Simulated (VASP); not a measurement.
# GaN in VASP: notebook, part 2 of 2

VASP 6.6.1.

## Step 3: Single point, PBEsol+D3(BJ)

This run uses another cell than the first one, of 62.08 Å³/atom, 0.596 times its volume.

Input file INCAR:

```
SYSTEM = GaN
  ALGO = Fast
  DIPOL = 0.5 0.5 0.500
  EDIFF = 1E-7
  ENCUT = 520
  GGA = PS
  IDIPOL = 3
  ISIF = 2
  ISMEAR = 0
  IVDW = 12
  LASPH = .TRUE.
  LCHARG = .FALSE.
  LDIPOL = .TRUE.
  LREAL = .FALSE.
  LWAVE = .FALSE.
  NBANDS = 16
  NELM = 100
  PREC = Accurate
  SIGMA = 0.03
```

Input file KPOINTS:

```
k-points
0
G
  12 12 1
  0 0 0
```

Input file POSCAR:

```
GaN
1.0
    3.2000000000      0.0000000000      0.0000000000
   -1.6000000000      2.7712812921      0.0000000000
    0.0000000000      0.0000000000     14.0000000000
Ga N
1 1
Direct
    0.3333330000      0.6666670000      0.5000000000
    0.6666670000      0.3333330000      0.5000000000
```

Potentials or basis: VASP PAW PBE potentials, release 64 (Ga_d, N).

Run with:

```sh
$ cat potpaw_PBE.64/Ga_d/POTCAR potpaw_PBE.64/N/POTCAR > POTCAR
$ mpirun -np 1 vasp_std > vasp.out
```

OUTCAR:

```text
SYSTEM = GaN
   EDIFF = 1E-7
   ENCUT = 520
   GGA = PS
   ISIF = 2
   ISMEAR = 0
   IVDW = 12
   LASPH = .TRUE.
   LREAL = .FALSE.
   NELM = 100
   PREC = Accurate
 IVDW          = 12

 ion  position               nearest neighbor table
   1  0.333  0.667  0.500-   2 1.85   2 1.85   2 1.85
   2  0.667  0.333  0.500-   1 1.85   1 1.85   1 1.85

  LATTYP: Found a hexagonal cell.
 ALAT       =     3.2000000000
 C/A-ratio  =     4.3750000000

  Lattice vectors:

 A1 = (   3.2000000000,   0.0000000000,   0.0000000000)
 A2 = (  -1.6000000000,   2.7712812921,   0.0000000000)
 A3 = (   0.0000000000,   0.0000000000,  14.0000000000)

Analysis of symmetry for initial positions (statically):
=====================================================================
 Subroutine PRICEL returns:
 Original cell was already a primitive cell.

 Routine SETGRP: Setting up the symmetry group for a
 hexagonal supercell.

 Subroutine GETGRP returns: Found 12 space group operations
 (whereof 12 operations were pure point group operations)
 out of a pool of 24 trial point group operations.

The static configuration has the point symmetry D_3h.

Analysis of symmetry for dynamics (positions and initial velocities):
=====================================================================
 Subroutine PRICEL returns:
 Original cell was already a primitive cell.

 Routine SETGRP: Setting up the symmetry group for a
 hexagonal supercell.

 Subroutine GETGRP returns: Found 12 space group operations
 (whereof 12 operations were pure point group operations)
 out of a pool of 24 trial point group operations.

The dynamic configuration has the point symmetry D_3h.

 Subroutine INISYM returns: Found 12 space group operations
 (whereof 12 operations are pure point group operations),
 and found     1 'primitive' translations

----------------------------------------------------------------------------------------

                                     Primitive cell

  volume of cell :     124.1534

  direct lattice vectors                    reciprocal lattice vectors
     3.200000000  0.000000000  0.000000000     0.312500000  0.180421959  0.000000000
    -1.600000000  2.771281292  0.000000000     0.000000000  0.360843918  0.000000000
     0.000000000  0.000000000 14.000000000     0.000000000  0.000000000  0.071428571

  length of vectors
     3.200000000  3.200000000 14.000000000     0.360843918  0.360843918  0.071428571

  position of ions in fractional coordinates (direct lattice)
     0.333333000  0.666667000  0.500000000
     0.666667000  0.333333000  0.500000000

  ion indices of the primitive-cell ions
   primitive index   ion index
                 1           1
                 2           2

----------------------------------------------------------------------------------------

 KPOINTS: k-points

Automatic generation of k-mesh.
 Grid dimensions read from file:
 generate k-points for:   12   12    1

 Generating k-lattice:

  Cartesian coordinates                     Fractional coordinates (reciprocal lattice)
     0.026041667  0.015035163  0.000000000     0.083333333  0.000000000  0.000000000
     0.000000000  0.030070327  0.000000000     0.000000000  0.083333333  0.000000000
     0.000000000  0.000000000  0.071428571     0.000000000  0.000000000  1.000000000

  Length of vectors
     0.030070327  0.030070327  0.071428571

  Shift w.r.t. Gamma in fractional coordinates (k-lattice)
     0.000000000  0.000000000  0.000000000

 Subroutine IBZKPT returns following result:
 ===========================================

 Found     19 irreducible k-points:

 Following reciprocal coordinates:
            Coordinates               Weight
  0.000000  0.000000  0.000000      1.000000
  0.083333  0.000000  0.000000      6.000000
  0.166667  0.000000  0.000000      6.000000
  0.250000  0.000000  0.000000      6.000000
  0.333333  0.000000  0.000000      6.000000
  0.416667  0.000000  0.000000      6.000000
[... 11 lines left out ...]
  0.333333  0.250000  0.000000     12.000000
  0.333333  0.333333  0.000000      2.000000
   k-points           NKPTS =     19   k-points in BZ     NKDIM =     19   number of bands    NBANDS=     16
   number of dos      NEDOS =    301   number of ions     NIONS =      2
   total plane-waves  NPLWV =  62208
   dimension x,y,z NGX =    24 NGY =   24 NGZ =  108
   dimension x,y,z NGXF=    48 NGYF=   48 NGZF=  216
   ions per type =               1   1
   NGX,Y,Z   is equivalent  to a cutoff of  12.47, 12.47, 12.82 a.u.
   NGXF,Y,Z  is equivalent  to a cutoff of  24.94, 24.94, 25.65 a.u.
 SYSTEM =  GaN
   PREC   = accura    normal or accurate (medium, high low for compatibility)
   ISTART =      0    job   : 0-new  1-cont  2-samecut
   ICHARG =      2    charge: 1-file 2-atom 10-const
   ISPIN  =      1    spin polarized calculation?
   LNONCOLLINEAR =      F non collinear calculations
   LSORBIT =      F    spin-orbit coupling
   LASPH  =      T    aspherical Exc in radial PAW
   ENCUT  =  520.0 eV  38.22 Ry    6.18 a.u.   5.95  5.95 26.03*2*pi/ulx,y,z
   NELM   =    100;   NELMIN=  2; NELMDL= -5     # of ELM steps
   EDIFF  = 0.1E-06   stopping-criterion for ELM
   LREAL  =      F    real-space projection
   EDIFFG = 0.1E-05   stopping-criterion for IOM
   NSW    =      0    number of steps for IOM
   IBRION =     -1    ionic relax: 0-MD 1-quasi-New 2-CG
   NFREE  =      0    steps in history (QN), initial steepest desc. (CG)
   ISIF   =      2    stress and relaxation
   ISYM   =      2    0-nonsym 1-usesym 2-fastsym
   POTIM  = 0.5000    time-step for ionic-motion
   TEBEG  =    0.0;   TEEND  =   0.0 temperature during run
   PSTRESS=    0.0 pullay stress
   NELECT =      18.0000    total number of electrons
   NUPDOWN=      -1.0000    fix difference up-down
   EMIN   =  10.00;   EMAX   =-10.00  energy-range for DOS
   EFERMI =   0.00;   METHOD = LEGACY
   ISMEAR =     0;   SIGMA  =   0.03  broadening in eV -4-tet -1-fermi 0-gaus
   EFERMI_NEDOS =   21; number of points for ismear=-14 and -15
   IALGO  =     68    algorithm
   IMIX   =      4    mixing-type and parameters
     AMIX     =   0.40;   BMIX     =  1.00
     AMIX_MAG =   1.60;   BMIX_MAG =  1.00
  volume/ion in A,a.u.               =      62.08       418.91
  Fermi-wavevector in a.u.,A,eV,Ry     =   0.860028  1.625218 10.063533  0.739649
  Thomas-Fermi vector in A             =   1.977472
   LORBIT       =      0    0 simple, 1 ext, 2 COOP (PROOUT), +10 PAW based schemes
   GGA     = PS    functional components
   LHFCALC =     F    Hartree Fock is set to
   AEXX    =    0.0000 exact exchange contribution
   IVDW    =    12    specifies the selected vdW correction
   LEPSILON=     F    determine dielectric tensor
   LRPA    =     F    only Hartree local field effects (RPA)
 non-spin polarized calculation
 RMM-DIIS sequential band-by-band and
 Gauss-broadening in eV      SIGMA  =   0.03
  energy-cutoff  :      520.00
  volume of cell :      124.15
 maximum number of plane-waves:      3372
 NGX is ok and might be reduce to    24
   NGX = 11   NGY = 11   NGZ = 53

 dipolmoment           0.000000      0.000000     -0.000000 electrons x Angstroem

 number of electron      17.9999986 magnetization

 dipolmoment           0.000000      0.000000      0.000000 electrons x Angstroem

 Free energy of the ion-electron system (eV)
  ---------------------------------------------------
  ext. energy  EPLUGINS =         0.00000000
  ---------------------------------------------------
  free energy    TOTEN  =       -12.25101389 eV

  energy without entropy =      -12.25101389  energy(sigma->0) =      -12.25101389

 E-fermi :  -3.3616     XC(G=0):  -3.1197

 val. band max:       -3.5109737508   @ k =   0.3333   0.3333   0.0000
 cond. band min:      -1.2713494464   @ k =   0.0000   0.0000   0.0000
 fundamental gap:      2.2396243044
 Fermi energy:        -3.3615745562

 k-point     1 :       0.0000    0.0000    0.0000
  band No.  band energies     occupation
      1     -18.8044      2.00000
      2     -16.8453      2.00000
      3     -16.8453      2.00000
      4     -16.5778      2.00000
      5     -16.5778      2.00000
      6     -15.9069      2.00000
[... 338 lines left out ...]
      3     -16.6863      2.00000
      4     -16.6328      2.00000
      5     -16.5311      2.00000
      6     -14.3434      2.00000
[... 8 lines left out ...]
     15       7.8881      0.00000
     16       8.1120      0.00000

------------------------ aborting loop because EDIFF is reached ----------------------------------------

 vacuum level on the upper side and lower side of the slab       (xc-potential included)        -0.078        -0.078

 Edisp (eV)   -0.13013

 E8    (eV) :    -0.0845

  FORCE on cell =-STRESS in cart. coord.  units (eV):
  Direction    XX          YY          ZZ          XY          YZ          ZX
  --------------------------------------------------------------------------------------
  -------------------------------------------------------------------------------------
  Total      -0.85970    -0.85970    -0.02022     0.00000     0.00000    -0.00000
  in kB     -11.09430   -11.09430    -0.26092     0.00000     0.00000    -0.00000
  external pressure =       -7.48 kB  Pullay stress =        0.00 kB

 VOLUME and BASIS-vectors are now :
 -----------------------------------------------------------------------------
  energy-cutoff  :      520.00
  volume of cell :      124.15
      direct lattice vectors                 reciprocal lattice vectors
     3.200000000  0.000000000  0.000000000     0.312500000  0.180421959  0.000000000
    -1.600000000  2.771281292  0.000000000     0.000000000  0.360843918  0.000000000
     0.000000000  0.000000000 14.000000000     0.000000000  0.000000000  0.071428571

 POSITION                                       TOTAL-FORCE (eV/Angst)
 -----------------------------------------------------------------------------------
     -0.00000      1.84752      7.00000         0.000000      0.000000      0.000000
      1.60000      0.92376      7.00000        -0.000000      0.000000      0.000000
 -----------------------------------------------------------------------------------
    total drift:                               -0.000468      0.000270      0.000000

  FREE ENERGIE OF THE ION-ELECTRON SYSTEM (eV)
  ---------------------------------------------------
  free  energy   TOTEN  =       -12.3811425244 eV

  energy  without entropy=      -12.3811425244  energy(sigma->0) =      -12.38114252

 vacuum level on the upper side and lower side of the slab         1.826         1.826
```

OSZICAR:

```text
N       E                     dE             d eps       ncg     rms          rms(c)
DAV:   1     0.124676793360E+03    0.12468E+03   -0.84881E+03   608   0.109E+03
DAV:   2     0.388397984788E+01   -0.12079E+03   -0.11173E+03   712   0.271E+02
DAV:   3    -0.142210237613E+02   -0.18105E+02   -0.17900E+02   712   0.955E+01
[... 13 lines left out ...]
RMM:  17    -0.122509973733E+02   -0.37413E-04   -0.59865E-06   887   0.128E-02    0.188E-03
RMM:  18    -0.122510107338E+02   -0.13361E-04   -0.27175E-06   845   0.783E-03    0.269E-03
RMM:  19    -0.122510136652E+02   -0.29314E-05   -0.56412E-07   810   0.538E-03    0.550E-04
RMM:  20    -0.122510138273E+02   -0.16212E-06   -0.11610E-07   725   0.268E-03    0.643E-04
RMM:  21    -0.122510138856E+02   -0.58245E-07   -0.29474E-08   688   0.190E-03
   1 F= -.12381143E+02 E0= -.12381143E+02  d E =-.398706E-14
```

stdout:

```text
POSCAR found type information on POSCAR GaN
 POSCAR found :  2 types and       2 ions
 scaLAPACK will be used
 -----------------------------------------------------------------------------
|                                                                             |
|                                                                             |
|     You enforced a specific xc type in the INCAR file but a different       |
|     I HOPE YOU KNOW WHAT YOU ARE DOING!                                     |
|                                                                             |
 -----------------------------------------------------------------------------

 LDA part: xc-table for (Slater+PW92), standard interpolation
 POSCAR, INCAR and KPOINTS ok, starting setup
 FFT: planning ... GRIDC
 FFT: planning ... GRID_SOFT
 FFT: planning ... GRID
 WAVECAR not read
 entering main loop
```

It took 72 s on 1 thread of Intel Xeon Platinum 8488C (Sapphire Rapids), shared host; peak memory 0.24 GiB.

What came out:

```yaml
Free_energy: -12.3811 eV
Band_gap_on_the_k_mesh: 2.24 eV, indirect (least direct gap 2.53 eV)
Dispersion_energy_per_atom: -0.065 eV
```

Caveat: the PAW data sets were made with another functional, which shifts forces and pressure a little. As with any semilocal functional, this PBEsol gap is likely too small.
